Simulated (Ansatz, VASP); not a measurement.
## One calculation of Cu, two programs

```
CELL_PARAMETERS angstrom
-1.45217 1.45217 1.45217
1.45217 -1.45217 1.45217
1.45217 1.45217 -1.45217
ATOMIC_POSITIONS crystal
Cu 0.00000 0.00000 0.00000
```

Change from the starting cell: volume scaled by 1.02.

Alike in both runs: task single point; functional PBE; k mesh 16 × 16 × 16; occupations fermi-dirac, width 0.08 eV; no spin polarisation.

|  | VASP | Ansatz |
| --- | --- | --- |
| version | VASP 6.6.1 | Ansatz 0.2.0 |
| potentials or method | VASP PAW PBE potentials, release 64 (Cu), cutoff 520 eV | all-electron LAPW, scalar-relativistic |

```tsv
	VASP	Ansatz	Ansatz less VASP
pressure (GPa)	-2.1	-2.7	-0.57
```

Ansatz ran all-electron here, so the differences hold the error of VASP's frozen core and of both bases.
